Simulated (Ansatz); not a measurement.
# BN: phonon entropy against temperature

All results are calculated (Ansatz 0.2.0). Harmonic vibrational free energy, entropy and heat capacity at constant volume, per atom, from the force constants of a q mesh, imaginary modes left out; plane waves with PAW datasets, Gamma-centred k mesh.

Structure of every row (space group P6_3mc, No. 186):
```
cell vectors (Å)
   2.5545     0.0000     0.0000
  -1.2773     2.2123     0.0000
   0.0000     0.0000     4.2245
atoms (fractions of the cell vectors)
B   0.33333  0.66667  0.31269
B   0.66667  0.33333  0.81269
N   0.66667  0.33333  0.18731
N   0.33333  0.66667  0.68731
```

Settings of every row: functional PBE; dispersion none; spin none; wave cutoff 420 eV; k mesh 12x12x6; occupations fixed; smearing width 0 eV; pressure 0 GPa; phonon method linear response; q mesh 3x3x2.

Limits: coarse q mesh; phonon interpolation lacks quadrupole term.

| row | temperature (K) | phonon entropy (kB/atom) | phonon free energy (meV/atom) | phonon heat capacity (kB/atom) |
| --- | --- | --- | --- | --- |
| 1 | 200 | 0.145 | 154.3 | 0.427 |
| 2 | 300 | 0.427 | 151.9 | 1.007 |
| 3 | 400 | 0.79 | 146.7 | 1.517 |
| 4 | 500 | ? | ? | ? |
| 5 | 600 | 1.541 | 126.6 | 2.156 |
| 6 | 700 | 1.888 | 111.8 | 2.342 |
| 7 | 800 | 2.21 | 94.1 | 2.476 |
| 8 | 900 | 2.508 | 73.8 | 2.574 |
| 9 | 1000 | 2.783 | 51 | 2.648 |

Question: what phonon entropy should row 4 give?

Worked fit of phonon entropy. Entropy rises as the heat capacity times the change of ln T, so take t = ln(T / 300 K). The shown rows have t = -0.4055, 0, 0.2877, 0.6931, 0.8473, 0.9808, 1.0986, 1.204. Least squares give phonon entropy = 0.4389 + 1.05433 × t + 0.75412 × t² kB/atom; a straight line predicts inner rows, each left out in turn, worse (root mean square 0.17 against 0.016 kB/atom). The rows lie off it by 0.010, -0.012, -0.015, 0.009, 0.014, 0.012, 0.001, -0.018 (root mean square 0.012 kB/atom). The slope at t = 0, 1.05 kB/atom, estimates the heat capacity at 300 K. The withheld row has t = 0.5108, so the fit gives 0.4389 + 1.05433 × (0.5108) + 0.75412 × (0.5108)² = 1.174 kB/atom.

The calculation gave 1.171 kB/atom. The fit lies 0.003 kB/atom (0.11 % of the column's range) above it; its largest miss of a shown row is 0.018 kB/atom.

The other values of row 4: phonon free energy 138.3 meV/atom; phonon heat capacity 1.893 kB/atom.
